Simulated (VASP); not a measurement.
# KBr: single point with PBE

KBr, a sheet with vacuum:

```
CELL_PARAMETERS angstrom
4.57666 0.00000 0.00000
0.00000 4.57666 0.00000
0.00000 0.00000 26.30692
ATOMIC_POSITIONS crystal
K 0.50000 0.50000 0.30306
Br 0.00000 0.00000 0.30515
```

The cell was built by a generator and needn't be a form met in nature.

```yaml
Program: VASP 6.6.1
Task: single point
Functional: PBE
Potentials_or_basis: VASP PAW PBE potentials, release 64 (K_sv, Br)
Cutoff: 520 eV
k_mesh: 6 × 6 × 1
Occupations: gaussian, width 0.02 eV
Spin: no spin polarisation
Dipole_correction: yes
Further_INCAR_settings: ALGO = Fast; EDIFF = 1e-06; NBANDS = 15
```

| Item | Value |
| --- | --- |
| Largest force | 0.031 eV/Å |
| Band gap on the k mesh | 4.36 eV, indirect (least direct gap 4.37 eV) |

Forces on the atoms (eV/Å):
```
K    0.000  0.000  0.031
Br   0.000  0.000 -0.031
```

Levels at points of the mesh, in eV from the valence-band top:
```tsv
k point	band 4	band 5	band 6	band 7	band 8	band 9	band 10	band 11	band 12	band 13
(0.00, 0.00, 0.00)	-11.71	-11.71	-0.23	-0.01	-0.01	4.36	5.53	5.88	6.34	6.37
(0.50, 0.00, 0.00)	-11.70	-11.31	-0.91	-0.23	-0.15	6.32	6.44	6.49	7.19	7.67
(0.50, 0.50, 0.00)	-11.77	-11.77	-0.49	-0.49	0.00	6.78	6.78	6.83	8.36	8.47
```

Run time: 4.4 min on 1 thread of Intel(R) Xeon(R) Platinum 8488C (Sapphire Rapids) (shared host), peak memory 0.6 GiB.

As with any semilocal functional, this PBE gap is likely too small.
